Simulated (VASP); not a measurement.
# TeH2: single point with PBE

The system is TeH2, in a box.

```
CELL_PARAMETERS angstrom
11.00000 0.00000 0.00000
0.00000 11.00000 0.00000
0.00000 0.00000 10.00000
ATOMIC_POSITIONS crystal
Te 0.56095 0.43699 0.53554
H 0.53739 0.59321 0.54802
H 0.43888 0.41361 0.46017
```

The cell isn't the ideal one: atoms moved at random, drawn with an rms of 0.05 Å.

```json
{
 "Program": "VASP 6.6.1",
 "Task": "single point",
 "Functional": "PBE",
 "Potentials or basis": "VASP PAW PBE potentials, release 64 (Te, H)",
 "Cutoff": "520 eV",
 "k mesh": "1 × 1 × 1",
 "Occupations": "gaussian, width 0.01 eV",
 "Spin": "no spin polarisation"
}
```

The largest force is 2.701 eV/Å and the gap between the frontier levels is 3.80 eV.

Forces in eV/Å, atoms in the order of the input:
```
Te   2.072  1.166  1.282
H    0.002 -0.950 -0.144
H   -2.074 -0.216 -1.138
```

Levels at points of the mesh, in eV from the valence-band top:
```csv
k point,band 1,band 2,band 3,band 4,band 5,band 6,band 7,band 8
"(0.00, 0.00, 0.00)",-10.63,-4.19,-2.62,0.00,3.80,4.51,5.54,6.14
```

Wall time 87 s on 1 thread of Intel(R) Xeon(R) Platinum 8559C (Emerald Rapids), on a shared host, peak memory 0.89 GiB.

Caveat: spin-orbit coupling is left out, which moves the levels of the heavy elements.
